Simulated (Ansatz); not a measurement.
**KCl: band gap under strain**

How does strain move the band edges of KCl built on the rocksalt prototype, and do the functionals agree on it? States: +2.9 % strain along [111] alone; -3.4 % shear in the xy plane; +0.4 % biaxial strain in x and y, z held.

Program: Ansatz 0.2.0. PAW datasets, plane waves. The values are computed, spin-unpolarised, and not measurements.

## (1) Starting point

The unstrained cell was relaxed with r2SCAN; in each strained cell the atoms were relaxed again with r2SCAN. Names of k-points are those of the unstrained zone, where strain can split equivalent points. First state: +2.9 % strain along [111] alone.

Space group R-3m (No. 166), trigonal; a = 4.447 Å, c = 11.207 Å in the conventional setting, 32.00 Å³ an atom. Near K stand 6 Cl at 3.18 Å; near Cl stand 6 K at 3.18 Å.

Coordinates:

```
K Cl
1.0
     0.06017    3.20502    3.20502
     3.20502    0.06017    3.20502
     3.20502    3.20502    0.06017
K Cl
1 1
Direct
  0.00000 0.00000 0.00000
  0.50000 0.50000 0.50000
```

## (2) +2.9 % strain along [111] alone: PBE

Contents of input.yaml:

```yaml
crystal:
  lattice:
    - [0.0601714312, 3.2050197533, 3.2050197533]
    - [3.2050197533, 0.0601714312, 3.2050197533]
    - [3.2050197533, 3.2050197533, 0.0601714312]
  atoms:
    - { symbol: K, position: [0.0, 0.0, 0.0] }
    - { symbol: Cl, position: [0.5, 0.5, 0.5] }
kpoints:
  mp_grid: { grid: [8, 8, 8] }
  band_path:
    path:
      - [0.0, 0.0, 0.0]
      - [0.5, 0.0, 0.5]
      - [0.625, 0.25, 0.625]
      - [0.375, 0.375, 0.75]
      - [0.5, 0.5, 0.5]
      - [0.5, 0.25, 0.75]
    npoints: 1
hamiltonian:
  xc: pbe
scf:
  occupations: { method: fermi_dirac, width: 0.02 }
  n_extra_bands: 4
output:
  forces: true
  stress: true
  eigenvalues: true
  write_density: true
  write_potential: true
  elf: true
  volumetric_format: npy
```

Run with:

```sh
$ ansatz run input.yaml --threads 4 --pin off --max-ram 3686MiB --backend cpu --events-out ev --progress --plain --runs-dir out
```

After this run come: +2.9 % strain along [111] alone: r2SCAN; +2.9 % strain along [111] alone: HSE06; -3.4 % shear in the xy plane: PBE; -3.4 % shear in the xy plane: r2SCAN; -3.4 % shear in the xy plane: HSE06; +0.4 % biaxial strain in x and y, z held: PBE; +0.4 % biaxial strain in x and y, z held: r2SCAN; +0.4 % biaxial strain in x and y, z held: HSE06.

Q: Predict the outcome of this session.

**Answer**, as computed:

Least gap in eV (negative: overlap):

```
                                   state   PBE  r2SCAN  HSE06
         +2.9 % strain along [111] alone  5.08    5.71   6.38
            -3.4 % shear in the xy plane  5.16    5.79   6.47
+0.4 % biaxial strain in x and y, z held  5.17    5.80   6.48
```

**Reading.** Where both were run, the HSE06 gap lies +1.30 to +1.31 eV from PBE's, each on its own k points. In PBE the gap is least under +2.9 % strain along [111] alone (5.08 eV) and largest under +0.4 % biaxial strain in x and y, z held (5.17 eV).
